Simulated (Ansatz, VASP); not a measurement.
Ca: VASP beside Ansatz

Contents of INCAR:

```
PREC = Accurate
ENCUT = 520
EDIFF = 1E-7
ISMEAR = 0
SIGMA = 0.1
LREAL = False
LASPH = True
NELM = 100
ALGO = Normal
ISIF = 2
LWAVE = False
LCHARG = False
GGA = PE
NBANDS = 11
```

The input KPOINTS:

```
Automatic mesh
0
Gamma
  6 6 6
```

The input POSCAR:

```
Ca
1.0
    3.8831938727      0.0000000000      0.0000000000
   -1.9415969364      3.3629445416      0.0000000000
    0.0000000000      0.0000000000      3.5245603184
Ca
1
Direct
    0.0000000000      0.0000000000      0.0000000000
```

Input for Ansatz:

```yaml
crystal:
  lattice:
    - [3.8831938727, 0.0, 0.0]
    - [-1.9415969364, 3.3629445416, 0.0]
    - [0.0, 0.0, 3.5245603184]
  atoms:
    - { symbol: Ca, position: [0.0, 0.0, 0.0] }
basis:
  ecutwfc: 420
kpoints:
  mp_grid: { grid: [6, 6, 6] }
hamiltonian:
  xc: pbe
scf:
  occupations: { method: gaussian, width: 0.1 }
output:
  forces: true
  stress: true
  eigenvalues: true
```

Alike in both runs: task single point; functional PBE; k mesh 6 × 6 × 6; occupations gaussian, width 0.1 eV; no spin polarisation.

```csv
,VASP,Ansatz
version,VASP 6.6.1,Ansatz 0.2.0
potentials or method,"VASP PAW PBE potentials, release 64 (Ca_sv)","scalar-relativistic, plane waves, PAW"
plane-wave cutoff (eV),520,420
valence electrons in the cell,10,10
```

Ansatz gave:

- gap on the k mesh at the Fermi level (eV): none
- pressure (GPa): -1.1
- largest component of the traceless stress (GPa): 1.34

Task: Which values does VASP return?

Result: gap on the k mesh at the Fermi level (eV): none; pressure (GPa): -1.1; largest component of the traceless stress (GPa): 1.35.

A gap of «none» marks a metal or a gap that the smearing closes.
